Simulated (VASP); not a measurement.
Wanted: the native input for a VASP 6.6.1 run.

```yaml
Task: relaxation of cell and atoms
Functional: RPBE
Potentials_or_basis: VASP PAW PBE potentials, release 64 (Hf_pv)
Cutoff: 600 eV
k_mesh: 9 × 9 × 9
Occupations: fermi-dirac, width 0.05 eV
Spin: no spin polarisation
Further_INCAR_settings: LREAL = Auto; ALGO = Fast; EDIFF = 1e-06; ISYM = 1; IBRION = 2; EDIFFG = -0.005; NSW = 60; ISIF = 3
```

The structure of Hf lies in POSCAR:

```
Hf
1.0
    2.9138100000      0.0000000000      0.0000000000
    0.0000000000      2.9138100000      0.0000000000
    0.0000000000      0.0000000000      2.9138100000
Hf
1
Direct
    0.5000000000      0.5000000000      0.5000000000
```

The cell was built by a generator and needn't be a form met in nature.

One way to write it, as run:

INCAR

```
PREC = Accurate ; ENCUT = 600
EDIFF = 1E-6 ; ISMEAR = -1
SIGMA = 0.05 ; LREAL = Auto
LASPH = T ; NELM = 60
ALGO = Fast ; ISIF = 3
LWAVE = F ; LCHARG = F
GGA = RP ; IBRION = 2
NSW = 60 ; EDIFFG = -0.005
ISYM = 1
```

KPOINTS

```
Automatic mesh
0
Gamma
  9 9 9
```

Potentials or basis: VASP PAW PBE potentials, release 64 (Hf_pv).

The run is started by

```sh
$ cat potpaw_PBE.64/Hf_pv/POTCAR > POTCAR
$ mpirun -np 1 vasp_std > vasp.out
```

It gave:

* Relaxed volume: 25.46 Å³/atom
* Relaxed cell: a = 2.942 Å, b = 2.942 Å, c = 2.942 Å, α = 90.00°, β = 90.00°, γ = 90.00°
* Space group after relaxing (to 0.05 Å): Pm-3m (No. 221)
* Energy gained by relaxing: 4.7 meV/atom
* Ionic steps: 4
* Pressure after relaxing: 0.0 GPa
* Band gap on the k mesh: none (metal or under the smearing width)

Caveat: the PAW data sets were made with another functional, which shifts forces and pressure a little.

Run time: 14 s on 1 thread of Intel(R) Xeon(R) 6975P-C (Granite Rapids) (shared host), peak memory 0.15 GiB.
